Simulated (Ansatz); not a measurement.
**AuCu3: valence-band photoemission**

Aim: the valence spectrum of AuCu3 from He I to hard X-rays, and which orbitals make each feature. Spin–orbit coupling is left out of the bands throughout.

Method: DFT, LDA, plane-wave PAW, default files, scalar-relativistic, in the first sound run; inputs show where later runs differ, in Ansatz 0.2.0.

This is a report of a sequence of runs, with most program output left out.

### 1. The structure

Symmetry: Pm-3m, No. 221, cubic system. Conventional cell: a = 3.740 Å, b = 3.740 Å, c = 3.740 Å, α = 90.00°, β = 90.00°, γ = 90.00°. Nearest to Au lie 12 Cu at 2.64 Å. Nearest to Cu lie 8 Cu at 2.64 Å and 4 Au at 2.64 Å. Farther neighbours are not listed.

### 2. Self-consistent run, DOS and bands

The base run gives the projected DOS, from which the spectra are built. The DOS is taken on a denser mesh than the density.

File input.yaml:

```yaml
crystal:
  lattice:
    - [3.74, 0.0, 0.0]
    - [0.0, 3.74, 0.0]
    - [0.0, 0.0, 3.74]
  atoms:
    - { symbol: Au, position: [0.0, 0.0, 0.0] }
    - { symbol: Cu, position: [0.5, 0.5, 0.0] }
    - { symbol: Cu, position: [0.5, 0.0, 0.5] }
    - { symbol: Cu, position: [0.0, 0.5, 0.5] }
kpoints:
  mp_grid: { grid: [10, 10, 10] }
  band_path:
    path:
      - [[0.0, 0.0, 0.0], [0.0, 0.5, 0.0], [0.5, 0.5, 0.0], [0.0, 0.0, 0.0], [0.5, 0.5, 0.5], [0.0, 0.5, 0.0]]
      - [[0.5, 0.5, 0.5], [0.5, 0.5, 0.0]]
    npoints: 15
scf:
  occupations: { method: fermi_dirac, width: 0.05 }
  n_extra_bands: 12
hamiltonian:
  xc: lda
  pseudopotentials: { kind: paw }
output:
  forces: true
  stress: true
  dos:
    projected: true
    de: 0.05
    e_range: [-30, 12]
    nscf_kmesh: { grid: [16, 16, 16] }
  fatbands: true
  write_density: true
  write_potential: true
  elf: true
  volumetric_format: npy
```

Run with:

```
> ansatz run input.yaml --threads 2 --pin off --max-ram 4096MiB --backend cpu --events-out ev --progress --plain --runs-dir out
```

Run time: 22 s. Hardware: 2 threads of Arm Neoverse V1, shared host; peak memory 0.49 GiB; 43 s of CPU time.

This step gave:

| Quantity | Value |
| --- | --- |
| free energy | -32532.1989 eV |
| energy at zero smearing | -32532.1928 eV |
| smearing term TS | 0.01227 eV |
| Fermi energy | 17.76 eV |
| symmetry operations | 48 |
| pressure | -9.271 GPa |
| zero of energy | Fermi level |
| share of occupied states in no projected shell | 0.0152 of the occupied states in the window |
| DOS at the Fermi level | 1.006 states/eV/cell |

Electronic bands along the path, in eV, zero at the Fermi level; # counts the bands kept:

| point | #19 | #20 | #21 | #22 | #23 | #24 | #25 | #26 |
| --- | --- | --- | --- | --- | --- | --- | --- | --- |
| Γ | -1.41 | -1.41 | -1.41 | 1.18 | 1.18 | 1.18 | 5.99 | 7.48 |
| 0.47 of the way | -1.76 | -1.56 | -1.41 | -1.30 | 2.78 | 2.78 | 6.67 | 7.23 |
| X | -2.02 | -1.97 | -1.56 | -1.41 | 5.75 | 5.75 | 6.53 | 6.53 |
| 0.47 of the way | -1.81 | -1.79 | -1.65 | -1.61 | 2.36 | 2.90 | 6.93 | 7.16 |
| M | -2.29 | -2.19 | -0.55 | -0.55 | -0.44 | 0.33 | 8.54 | 9.42 |
| 0.47 of the way | -1.90 | -1.86 | -1.76 | -0.04 | 0.22 | 4.63 | 4.97 | 7.46 |
| Γ | -1.41 | -1.41 | -1.41 | 1.18 | 1.18 | 1.18 | 5.99 | 7.48 |
| 0.47 of the way | -1.65 | -1.59 | -1.59 | 1.00 | 1.01 | 1.01 | 6.39 | 6.90 |
| R | -1.62 | -1.62 | -1.14 | -1.12 | -1.12 | -1.12 | 2.44 | 4.08 |
| 0.53 of the way | -1.79 | -1.74 | -1.71 | -1.69 | 2.43 | 2.57 | 3.66 | 4.42 |
| X | -2.02 | -1.97 | -1.56 | -1.41 | 5.75 | 5.75 | 6.53 | 6.53 |
| jump to R | -1.62 | -1.62 | -1.14 | -1.12 | -1.12 | -1.12 | 2.44 | 4.08 |
| 0.47 of the way | -1.86 | -1.85 | -0.66 | -0.66 | -0.52 | -0.10 | 4.72 | 5.28 |
| M | -2.29 | -2.19 | -0.55 | -0.55 | -0.44 | 0.33 | 8.54 | 9.42 |

Of the projections kept (Au s, Au d, Cu s, Cu d, not projected), the largest for each band there; the rest of the weight can lie on other orbitals:

| point | #19 | #20 | #21 | #22 | #23 | #24 | #25 | #26 |
| --- | --- | --- | --- | --- | --- | --- | --- | --- |
| Γ | Cu d 0.71 | Cu d 0.71 | Cu d 0.71 | not projected 1.00 | not projected 1.00 | not projected 1.00 | Au s 0.64 | Cu s 0.91 |
| X | Cu d 0.80 | Cu d 1.00 | Cu d 1.00 | Cu d 0.72 | not projected 0.98 | not projected 0.98 | not projected 0.98 | not projected 0.98 |
| M | Cu d 1.00 | Cu d 1.00 | Cu d 0.56 | Cu d 0.56 | Cu d 0.47 | Cu s 0.50 | not projected 0.99 | not projected 0.93 |
| Γ | Cu d 0.71 | Cu d 0.71 | Cu d 0.71 | not projected 1.00 | not projected 1.00 | not projected 1.00 | Au s 0.64 | Cu s 0.91 |
| R | Cu d 0.82 | Cu d 0.82 | not projected 1.00 | not projected 1.00 | not projected 1.00 | not projected 1.00 | Au s 0.76 | Cu s 0.85 |
| X | Cu d 0.80 | Cu d 1.00 | Cu d 1.00 | Cu d 0.72 | not projected 0.98 | not projected 0.98 | not projected 0.98 | not projected 0.98 |

The DOS has structure finer than the step of the table below, so its rows give means over 1 eV, whole bins alone (the curve runs from -11.3 to 11.9 eV). Peaks (eV: height): total -5.4: 14.8, -3.1: 17.1, -2.3: 15.8, -1.7: 21.2; Cu 3d -4.4: 3.91, -3.1: 15.4, -2.3: 14.7, -1.7: 18.7; Au 5d -6.1: 4.29, -5.4: 10.6, -1.7: 2.23; Cu 4s -6.4: 1.17, -4.3: 0.624, -0.7: 0.552, 4.3: 0.516; Au 6s -7.6: 0.266, -6.2: 0.440, -5.4: 0.526, -4.3: 0.438.

* holds the states left over by the projection beside any projected weight of its own, shared among the starred shells. DOS against E, zero at the Fermi level; means over each step; values in states/eV/cell:

| E (eV) | total | Cu 3d | Au 5d | Cu 4s | Au 6s | Cu 4p* | Au 6p* |
| --- | --- | --- | --- | --- | --- | --- | --- |
| -10 | 0.0283 | 8.5e-5 | 0 | 0.0198 | 0.00836 | 7.7e-5 | 4.1e-5 |
| -9 | 0.281 | 0.00219 | 0.00221 | 0.188 | 0.0861 | 0.00115 | 8.8e-4 |
| -8 | 0.562 | 0.0170 | 0.0305 | 0.324 | 0.185 | 0.00318 | 0.00223 |
| -7 | 0.987 | 0.0901 | 0.274 | 0.394 | 0.220 | 0.00616 | 0.00343 |
| -6 | 4.50 | 0.909 | 2.73 | 0.661 | 0.157 | 0.0228 | 0.0109 |
| -5 | 5.48 | 1.24 | 3.81 | 0.186 | 0.169 | 0.0545 | 0.0192 |
| -4 | 3.97 | 2.71 | 0.787 | 0.296 | 0.118 | 0.0419 | 0.0172 |
| -3 | 12.5 | 11.2 | 0.759 | 0.293 | 0.0446 | 0.157 | 0.0580 |
| -2 | 13.4 | 12.0 | 1.08 | 0.150 | 0.0447 | 0.0591 | 0.0208 |
| -1 | 1.82 | 1.06 | 0.179 | 0.362 | 0.0845 | 0.0969 | 0.0331 |
| 0 | 1.04 | 0.277 | 0.0838 | 0.302 | 0.128 | 0.188 | 0.0632 |
| 1 | 1.12 | 0.168 | 0.0739 | 0.331 | 0.132 | 0.310 | 0.104 |
| 2 | 0.957 | 0.0846 | 0.0386 | 0.256 | 0.0821 | 0.372 | 0.124 |
| 3 | 0.834 | 0.0530 | 0.0213 | 0.186 | 0.0851 | 0.366 | 0.122 |
| 4 | 0.999 | 0.0494 | 0.0265 | 0.329 | 0.108 | 0.364 | 0.121 |
| 5 | 1.15 | 0.0344 | 0.0283 | 0.408 | 0.0664 | 0.460 | 0.154 |
| 6 | 1.06 | 0.0193 | 0.0157 | 0.258 | 0.0406 | 0.548 | 0.183 |
| 7 | 1.28 | 0.0168 | 0.0120 | 0.321 | 0.0746 | 0.644 | 0.215 |
| 8 | 1.42 | 0.0119 | 0.0101 | 0.280 | 0.0473 | 0.806 | 0.269 |
| 9 | 1.64 | 0.00877 | 0.00629 | 0.157 | 0.0461 | 1.07 | 0.356 |
| 10 | 1.46 | 0.00493 | 0.00369 | 0.0759 | 0.0215 | 1.01 | 0.337 |
| 11 | 1.80 | 0.00369 | 0.00396 | 0.0440 | 0.0173 | 1.30 | 0.432 |

This run's widths, added to any smearing of the DOS itself: Gaussian 0.3 eV, Lorentzian 0.1 eV plus 0.08 an eV of depth. The intensity by binding energy, zero at the Fermi level; values in % of the maximum within 13 eV:

| binding energy (eV) | 21.2 eV | 150 eV | 1486.7 eV | 9251.7 eV |
| --- | --- | --- | --- | --- |
| -1.0 | 1.24 | 1.03 | 1.36 | 0.778 |
| -0.5 | 1.73 | 1.48 | 1.90 | 1.10 |
| 0.0 | 4.42 | 3.47 | 5.08 | 4.22 |
| 0.5 | 8.59 | 7.67 | 10.1 | 7.54 |
| 1.0 | 15.1 | 14.5 | 17.2 | 10.1 |
| 1.5 | 57.4 | 58.8 | 63.1 | 26.2 |
| 2.0 | 84.4 | 97.3 | 93.5 | 29.9 |
| 2.5 | 74.9 | 89.0 | 83.2 | 25.0 |
| 3.0 | 75.6 | 90.1 | 84.3 | 25.7 |
| 3.5 | 56.1 | 59.9 | 62.1 | 24.5 |
| 4.0 | 34.4 | 22.0 | 36.7 | 25.5 |
| 4.5 | 46.8 | 17.6 | 48.5 | 42.2 |
| 5.0 | 73.8 | 13.6 | 74.1 | 73.1 |
| 5.5 | 93.7 | 15.4 | 93.8 | 93.9 |
| 6.0 | 63.8 | 10.4 | 64.9 | 66.9 |
| 6.5 | 36.2 | 6.05 | 37.7 | 40.6 |
| 7.0 | 14.5 | 2.82 | 15.8 | 18.7 |
| 7.5 | 7.40 | 1.69 | 8.69 | 11.6 |
| 8.0 | 4.43 | 1.13 | 5.53 | 7.94 |
| 8.5 | 2.88 | 0.812 | 3.75 | 5.58 |
| 9.0 | 2.01 | 0.610 | 2.65 | 3.93 |
| 9.5 | 1.47 | 0.470 | 1.86 | 2.60 |
| 10.0 | 1.11 | 0.371 | 1.31 | 1.60 |
| 10.5 | 0.879 | 0.305 | 0.990 | 1.09 |
| 11.0 | 0.722 | 0.259 | 0.796 | 0.832 |

Maxima picked by a test of local sharpness, so broad peaks and shoulders can be missing; peaks within 0.45 eV of a curve's cut are left out. Valence peaks, by row:

| photon energy (eV) | binding energy (eV) | height (% of the maximum within 13 eV) | main shell | its share (%) |
| --- | --- | --- | --- | --- |
| 21.2 | 5.35 | 100 | Au 5d | 91.31 |
| 21.2 | 3 | 75.79 | Cu 3d | 74.6 |
| 21.2 | 1.8 | 90.3 | Cu 3d | 68.79 |
| 150 | 5.35 | 16.26 | Cu 3d | 79.53 |
| 150 | 2.95 | 90.68 | Cu 3d | 99.16 |
| 150 | 1.85 | 100 | Cu 3d | 98.98 |
| 1487 | 5.35 | 100 | Au 5d | 89.07 |
| 1487 | 3 | 84.5 | Cu 3d | 77.09 |
| 1487 | 1.8 | 99.53 | Cu 3d | 71.9 |
| 9252 | 5.35 | 100 | Au 5d | 94.83 |
| 9252 | 3.15 | 26.12 | Au 5d | 75.15 |
| 9252 | 1.75 | 35.3 | Au 5d | 83.24 |

Shapes are the site's partial DOS without matrix elements, which overweights lines from ligand s bands. The intensity by emission energy less the core level's binding energy, zero at the Fermi level; read off at these points; values in % of the unpolarised maximum:

| emission energy less the core level's binding energy (eV) | Au L-beta5 | Cu L-alpha |
| --- | --- | --- |
| -11.250 | 21.3 | 0.617 |
| -11.000 | 22.8 | 0.659 |
| -10.750 | 24.5 | 0.707 |
| -10.500 | 26.3 | 0.761 |
| -10.250 | 28.3 | 0.822 |
| -10.000 | 30.5 | 0.891 |
| -9.750 | 33.0 | 0.970 |
| -9.500 | 35.7 | 1.06 |
| -9.250 | 38.6 | 1.17 |
| -9.000 | 41.8 | 1.30 |
| -8.750 | 45.4 | 1.45 |
| -8.500 | 49.2 | 1.64 |
| -8.250 | 53.4 | 1.86 |
| -8.000 | 57.8 | 2.15 |
| -7.750 | 62.6 | 2.51 |
| -7.500 | 67.5 | 2.98 |
| -7.250 | 72.5 | 3.60 |
| -7.000 | 77.6 | 4.46 |
| -6.750 | 82.5 | 5.69 |
| -6.500 | 87.1 | 7.35 |
| -6.250 | 91.2 | 9.29 |
| -6.000 | 94.7 | 11.2 |
| -5.750 | 97.3 | 13.3 |
| -5.500 | 99.1 | 15.3 |
| -5.250 | 99.9 | 16.6 |
| -5.175 | 100.0 | 16.8 |
| -5.000 | 99.8 | 17.4 |
| -4.750 | 98.8 | 19.5 |
| -4.500 | 97.1 | 23.5 |
| -4.250 | 94.8 | 28.3 |
| -4.000 | 92.0 | 35.1 |
| -3.750 | 88.9 | 48.2 |
| -3.500 | 85.6 | 66.4 |
| -3.250 | 82.2 | 82.7 |
| -3.000 | 78.7 | 92.8 |
| -2.750 | 75.1 | 96.4 |
| -2.500 | 71.6 | 98.1 |
| -2.250 | 68.0 | 99.8 |
| -2.175 | 67.0 | 100.0 |
| -2.000 | 64.5 | 98.8 |
| -1.750 | 60.9 | 89.9 |
| -1.500 | 57.3 | 66.3 |
| -1.250 | 53.8 | 41.9 |
| -1.000 | 50.3 | 27.6 |
| -0.750 | 46.9 | 19.7 |
| -0.500 | 43.6 | 14.6 |
| -0.250 | 40.5 | 10.9 |
| 0.000 | 37.5 | 8.08 |
| 0.250 | 34.8 | 6.04 |
| 0.500 | 32.2 | 4.75 |
| 0.750 | 29.9 | 3.89 |
| 1.000 | 27.7 | 3.27 |
| 1.250 | 25.8 | 2.80 |

Sums over each group's atoms; left-over states aren't shared out by site. Site centres, by row:

| group | element | shell | occupied states | centre of occupied part (eV) | centre up to the window's top (eV) |
| --- | --- | --- | --- | --- | --- |
| Au1 | Au | 6s | 1.167 | -5.583 | -1.589 |
| Au1 | Au | 5d | 9.692 | -4.745 | -4.519 |
| Cu2 | Cu | 4s | 3.022 | -4.949 | -0.2255 |
| Cu2 | Cu | 3d | 29.39 | -2.784 | -2.683 |

Window up to 11.9 eV. Shell moments, by row:

| element | shell | occupied states an atom | centre of occupied part (eV) | rms width of occupied part (eV) | centre up to the window's top (eV) | rms width up to the window's top (eV) |
| --- | --- | --- | --- | --- | --- | --- |
| Au | 6s | 1.167 | -5.583 | 2.456 | -1.589 | 5.521 |
| Au | 6p* | 0.1917 | -2.792 | 1.92 | 7.046 | 4.103 |
| Au | 5d | 9.692 | -4.745 | 1.482 | -4.519 | 2.015 |
| Cu | 4s | 1.007 | -4.949 | 2.627 | -0.2255 | 5.605 |
| Cu | 4p* | 0.1734 | -2.615 | 1.82 | 7.121 | 4.008 |
| Cu | 3d | 9.795 | -2.784 | 1.099 | -2.683 | 1.344 |

Shapes are the site's partial DOS without matrix elements, which overweights lines from ligand s bands. Emission peaks, by row:

| line | energy (eV) | height (%) |
| --- | --- | --- |
| Au L-beta5 | -5.15 | 100 |
| Cu L-alpha | -2.2 | 100 |

Broadened DOS, unweighted empty DOS against E, zero at the Fermi level; read off at these points:

| E (eV) | broadened DOS, unweighted empty DOS (states/eV/cell) |
| --- | --- |
| -0.50 | 0.0116 |
| 0.00 | 0.540 |
| 0.50 | 1.12 |
| 0.68 | 1.14 |
| 1.00 | 1.12 |
| 1.50 | 1.05 |
| 2.00 | 0.959 |
| 2.50 | 0.870 |
| 3.00 | 0.827 |
| 3.50 | 0.856 |
| 4.00 | 0.973 |
| 4.50 | 1.16 |
| 5.00 | 1.15 |
| 5.50 | 1.12 |
| 6.00 | 1.06 |
| 6.50 | 1.11 |
| 7.00 | 1.30 |
| 7.50 | 1.46 |
| 8.00 | 1.43 |
| 8.50 | 1.44 |
| 9.00 | 1.64 |
| 9.50 | 1.72 |
| 10.00 | 1.40 |
| 10.50 | 1.51 |
| 10.88 | 1.85 |
| 11.00 | 1.84 |

ELF in the ac plane at fractional y = 0.000, with atoms of Au and Cu within 0.2 Å of it. It is the smooth field of the valence electrons, not physical close to the nuclei.

Ten even steps from '0' (0.16) to '9' (0.87), each cell a mean:
```
76531100012456
65421100011345
43211000001223
21110000000111
11000023200011
00000279510000
00000289610000
00000145300000
11100001000111
33210000001123
54321000011245
76531100012456
87532100012467
```
Columns run along a (3.7 Å), rows up along c (3.7 Å). Atoms in or near the plane, at fractional coordinates: Au at (0.00, 0.00), Cu at (0.50, 0.50).

Valence density in the ac plane at fractional y = 0.000, with atoms of Au and Cu within 0.2 Å of it. It is the smooth field of the valence electrons, not physical close to the nuclei.

Ten steps, logarithmic in the rise over the least value, from '_' (0 e/Å³) to '@' (53 e/Å³), each cell a mean:
```
****++::..__________..--++**
++++--::____________..::==++
--::::..______________..::--
....______..::::::..____....
________..--****++--..______
________::++%%@@%%==::______
________::**@@@@%%++::______
________..==####**--..______
________..::--==--..________
::::..______....______....::
++==--..______________::--==
****==::..__________..--++**
##**++--..__________..==++**
```
Columns run along a (3.7 Å), rows up along c (3.7 Å). Atoms in or near the plane, at fractional coordinates: Au at (0.00, 0.00), Cu at (0.50, 0.50).

Electrostatic potential energy in the ac plane at fractional y = 0.000, with atoms of Au and Cu within 0.2 Å of it. With pseudopotentials it is smooth inside the atoms' cores, unlike the true potential.

Values in eV, 13 rows by 14 columns, each cell a mean:
```
-33 -34 -28  -5  13  19  21  21  20  18  10 -13 -30 -34
-32 -29 -17   5  15  19  20  20  19  18  14  -2 -21 -30
-10  -5   5  14  17  17  15  14  15  17  16  12   2  -7
 11  13  16  17  15   8  -2  -5   1  10  16  17  15  12
 19  19  19  16   6 -13 -28 -31 -25  -8  10  18  19  19
 21  21  19  14  -3 -27 -37 -37 -35 -21   2  17  20  21
 21  21  19  14  -4 -28 -37 -37 -36 -23   1  17  20  21
 20  20  19  16   3 -18 -32 -34 -29 -13   7  17  19  20
 15  16  17  17  13   1 -12 -15  -9   5  14  17  17  16
 -3   1   9  15  17  15  12  11  13  16  17  14   7   0
-26 -22  -9   9  16  18  19  19  19  18  15   4 -13 -24
-34 -33 -26  -3  13  19  20  21  20  18  11 -11 -29 -34
-32 -34 -30  -8  11  19  21  21  20  18   9 -17 -32 -33
```
Columns run along a (3.7 Å; values clipped at the 3rd and 97th percentile), rows up along c (3.7 Å). Atoms in or near the plane, at fractional coordinates: Au at (0.00, 0.00), Cu at (0.50, 0.50).

Recipe: projected DOS times atomic cross section and asymmetry factor (linear light, 0° from the polarisation), occupied states only, Fermi edge at 77 K, a Lorentzian width of 0.1 eV growing by 0.08 eV per eV of binding energy, and a resolution of 0.3 eV. Curves are cut 10 eV under the photon energy, above any shell that the free atom's threshold puts out of reach, or at the lower edge of the window: 11.2 eV at 21.2 eV, 11.3 eV at 150 eV, 11.3 eV at 1486.7 eV and 11.3 eV at 9251.7 eV. A star in tables and legends marks shells that hold the states left over by the projection (1.5 % of the filled ones), a stand-in for orbitals that the files don't project on. Matrix elements of the solid and inelastic losses aren't modelled, nor non-dipole terms, which matter above 3 keV.

Share of each shell in the spectrum's area (%), by photon energy:

| shell | 21.2 eV | 150 eV | 1486.7 eV | 9251.7 eV |
| --- | --- | --- | --- | --- |
| Au 6s | 0.3 | 0.1 | 0.9 | 5.9 |
| Au 5d | 57.6 | 3.0 | 52.3 | 82.8 |
| Cu 4s | 0.5 | 0.4 | 2.5 | 7.6 |
| Cu 3d | 41.2 | 96.5 | 44.2 | 3.5 |

At this lattice the functional leaves a pressure of -9.3 GPa, which narrows the bands against the functional's own equilibrium. At the Fermi level the DOS is 1.01 states/eV a cell.

### 3. With PBEsol

This step: DFT, PBEsol, plane-wave PAW, default files, scalar-relativistic (Ansatz 0.2.0).

The run is repeated with PBEsol on the same cell, to see how much the levels hang on the functional.

input.yaml, as its differences from that of step 2:

```diff
@@ -21,3 +21,3 @@
 hamiltonian:
-  xc: lda
+  xc: pbesol
   pseudopotentials: { kind: paw }
@@ -32,5 +32 @@
   fatbands: true
-  write_density: true
-  write_potential: true
-  elf: true
-  volumetric_format: npy
```

Elapsed: 20 s, on 2 threads; peak memory 0.45 GiB.

Numbers from this step:

```yaml
free_energy: -32773.5812 eV
energy_at_zero_smearing: -32773.5752 eV
smearing_term_ts: 0.01203 eV
fermi_energy: 17.99 eV
pressure: -3.613 GPa
share_of_occupied_states_in_no_projected_shell: 0.0155 of the occupied states in the window
dos_at_the_fermi_level: 1.024 states/eV/cell
```

(Continued in part 2 of 2.)

[Logs are printed without paths, hosts, clocks, repeated set-up lines and the standing remarks that a program may print on its own settings, such as how far it seeks lower states.]

[Hosts, paths, dates, database ids (printed as entryN), source tags and the programs' standing remarks are cut or masked in the printed files.]

[Maps of the electrostatic potential energy from Ansatz leave out the sawtooth potential of an applied field or a dipole correction, so their vacuum need not be flat; work functions include it.]

[Peak lists hold at most the 14 tallest peaks of each spectrum; further lines can be left out.]
